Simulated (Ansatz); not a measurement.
Take AlSb in the zinc blende structure (space group F-43m, No. 216; a = 6.177 Å) as the base. Axes: x, y, z lie along the cube axes.

Level of theory: Ansatz (a quantum-chemistry and plane-wave program) r2SCAN, without spin-orbit coupling.

Before the change:

The valence-band top at Γ is 0.00, 0.00, 0.00 eV and the volume per atom is 29.46 Å³.

The change: compressive biaxial strain of 1.59 % in the plane normal to [110], as in epitaxy on a mismatched substrate; the out-of-plane cell vector and the atoms relax.

Q: What does the calculation give for the valence-band top at Γ after the change?

A: The valence-band top at Γ (three highest levels, from the VBM) goes from 0.00, 0.00, 0.00 eV to 0.00, -0.05, -0.22 eV.

Q: What does the calculation give for the volume per atom after the change?

A: The volume per atom shrinks by 0.63 Å³ (29.46 Å³ → 28.83 Å³).

With Sb present, leaving out spin-orbit coupling can change the band edges. The levels and masses belong to the bands next to the band gap. Stability against distortions was not tested.
